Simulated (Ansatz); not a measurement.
# From barrier to diffusion: H in TiC

Computed with DFT PBE, scalar-relativistic, plane waves, PAW in Ansatz. (420 eV cutoff, 5×5×5 k-mesh, Gaussian smearing of 0.10 eV, no spin polarisation)

Host crystal, relaxed:

```yaml
crystal:
  lattice:
    - [0.00000, 2.16639, 2.16639]
    - [2.16639, 0.00000, 2.16639]
    - [2.16639, 2.16639, 0.00000]
  atoms:
    - { symbol: Ti, position: [0.00000, 0.00000, 0.00000] }
    - { symbol: C, position: [0.50000, 0.50000, 0.50000] }
```

In a supercell of 16 host sites, interstitial H hops to an equivalent place, moving 2.17 Å. Climbing-image nudged elastic band at fixed cell; the order of the saddle wasn't checked, and the small cell leaves errors of about a tenth of an eV. Zero-point motion and tunnelling, which matter for H, are left out.

| image | path (Å) | E − E(0) (eV) |
| --- | --- | --- |
| 0 | 0.00 | 0.000 |
| 1 | 0.36 | 0.072 |
| 2 | 0.72 | 0.223 |
| 3 | 1.08 | 0.309 |
| 4 | 1.44 | 0.223 |
| 5 | 1.80 | 0.071 |
| 6 | 2.16 | 0.000 |

**Question.** What are the barriers forward and back, and what attempt frequency does the shape suggest?

**Answer.** Forward 0.31 eV, back 0.31 eV, the ends being level. For a sinusoidal profile E_b sin²(πx/l), with the H atom alone moving, ν = (1/l)√(E_b/2m) = 1.8×10¹³ s⁻¹, within an order of magnitude of the customary 10¹³ s⁻¹; a true prefactor needs the vibrations at the minimum and at the saddle.

**Question.** With ν = 10¹³ s⁻¹, give the forward jump rate along this one path, the wait 1/k for that jump, the diffusivity D ≈ l²k and the distance √(Dt) covered in an hour at 300, 600 and 1000 K, taking the host as solid throughout.

**Answer.** k = ν exp(−E_b/k_BT):
| T (K) | k (1/s) | wait (s) | D (cm²/s) | √(Dt) in 1 h (nm) |
| --- | --- | --- | --- | --- |
| 300 | 6.4×10⁷ | 1.6×10⁻⁸ | 3.0×10⁻⁸ | 1.0×10⁵ |
| 600 | 2.5×10¹⁰ | 4.0×10⁻¹¹ | 1.2×10⁻⁵ | 2.1×10⁶ |
| 1000 | 2.8×10¹¹ | 3.6×10⁻¹² | 1.3×10⁻⁴ | 6.9×10⁶ |

D = l²k holds for six equivalent jumps in three dimensions (z l²k/6) and is a scale otherwise. Long-range transport needs a connected net of such jumps, and traps slow it. D is that of an interstitial already there. An error of 0.1 eV in the barrier changes k by a factor of 48 at 300 K and 3.2 at 1000 K.

Cost: 1 run of about 52 core-minutes, on Intel Xeon Processor @ 2.50GHz (Skylake/Cascade Lake) (shared hosts).